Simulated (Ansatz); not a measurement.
The system is MnAs.

```
As Mn
1.0
     3.71000    0.00000    0.00000
    -1.85500    3.21295    0.00000
     0.00000    0.00000    5.69100
As Mn
2 2
Direct
  0.66667 0.33333 0.75000
  0.33333 0.66667 0.25000
  0.00000 0.00000 0.50000
  0.00000 0.00000 0.00000
```

| Property | Result |
| --- | --- |
| Program | Ansatz 0.2.0 |
| Task | relaxation of cell and atoms |
| Functional | PBEsol |
| Potentials or basis | Ansatz PAW |
| Cutoff | 420 eV (not typed: the program's choice for these potentials) |
| k mesh | 8 × 8 × 5 |
| Occupations | fermi-dirac, width 0.05 eV |
| Spin | collinear spin, ferromagnetic start |
| Starting moments | [0.0, 0.0, 4.0, 4.0] μB |
| Hubbard terms | Mn d U = 1 eV |

At the start: volume 16.96 Å³/atom.

Problem. How do energy, volume and symmetry change on relaxing?

Solution. It ends after 7 steps and the volume is 16.05 Å³/atom (-5.4 %); space group P6_3/mmc (No. 194, to 0.05 Å); moment 6.47 μB per cell.

Step by step:
```csv
step,energy change (eV),largest force (eV/Å),volume (Å³)
1,0.0000,0.0000,67.84
2,-0.0345,0.0000,65.99
3,-0.0447,0.0000,64.09
4,-0.0447,0.0000,64.24
5,-0.0447,0.0000,64.20
6,-0.0439,0.0000,64.20
7,-0.0439,0.0000,64.20
```

Final structure:
```
As Mn
1.0
     3.68206    0.00000    0.00000
    -1.84103    3.18876    0.00000
     0.00000    0.00000    5.46817
As Mn
2 2
Direct
  0.66667 0.33333 0.75000
  0.33333 0.66667 0.25000
  0.00000 0.00000 0.50000
  0.00000 0.00000 0.00000
```

Caveat: the magnetic or orbital state may not be the lowest; the plane-wave basis is chosen anew once the cell has moved, so the energies of steps on either side of that aren't comparable; only a ferromagnetic start was run, and an antiferromagnetic order may lie lower in energy; the PAW data sets come from PBE, with cores solved anew for the run's functional, which leaves a small shift of forces and pressure; the U is typed as a test and isn't derived for this compound.
